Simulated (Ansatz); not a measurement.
Wanted: the native input for an Ansatz 0.2.0 run.

```yaml
Task: single point
Functional: PBE
Dispersion: D4
Potentials_or_basis: PseudoDojo standard (PBE files)
Cutoff: 800 eV
Density_cutoff: 3200 eV
k_mesh: 8 × 8 × 8
Occupations: cold, width 0.1 eV
Spin: no spin polarisation
Hubbard_terms: Ti d U = 6 eV
Hubbard_projectors: ortho-atomic
Double_counting: fll (the default)
```

Crystal: TiAl.

```
Ti Al
1.0
     3.17906    0.00000    0.00000
     0.00000    3.17906    0.00000
     0.00000    0.00000    3.17906
Ti Al
1 1
Direct
  0.00000 0.00000 0.00000
  0.50000 0.50000 0.50000
```

The cell comes from a database or a generator and needn't be the stable form of this composition.

The input as run:

input.yaml

```yaml
crystal:
  lattice:
    - [3.179064, 0.0, 0.0]
    - [0.0, 3.179064, 0.0]
    - [0.0, 0.0, 3.179064]
  atoms:
    - { symbol: Ti, position: [0.0, 0.0, 0.0] }
    - { symbol: Al, position: [0.5, 0.5, 0.5] }
hamiltonian:
  xc: pbe
  pseudopotentials: { kind: nc, accuracy: standard }
  dispersion: d4
  hubbard:
    sites: [{ species: Ti, l: d, u_eff: 6.0 }]
    projectors: ortho-atomic
kpoints:
  mp_grid: { grid: [8, 8, 8] }
scf:
  occupations: { method: cold, width: 0.1 }
output:
  forces: true
  stress: true
  eigenvalues: true
basis:
  ecutwfc: "800 eV"
```

Potentials or basis: PseudoDojo standard (PBE files).

Command:

```bash
$ ansatz run input.yaml --threads 1 --pin off --max-ram 2560MiB --backend cpu --events-out ev --progress --plain --runs-dir out
```

Results of the run:

```json
{
  "Pressure": "5.4 GPa",
  "Band gap on the k mesh": "none (metal or under the smearing width)"
}
```

Caveat: the pressure holds a Pulay correction of +5.0 GPa for the finite cutoff; U without spin polarisation on a metal has little footing; pairwise dispersion overbinds metals, which lowers pressure and volume; the U is typed as a test and isn't derived for this compound; the cutoff lies under the one recommended for these potentials.

Wall time 1.2 s on 1 thread of AMD EPYC 9R45 (Zen 5), with other jobs on the host, peak memory 0.38 GiB.
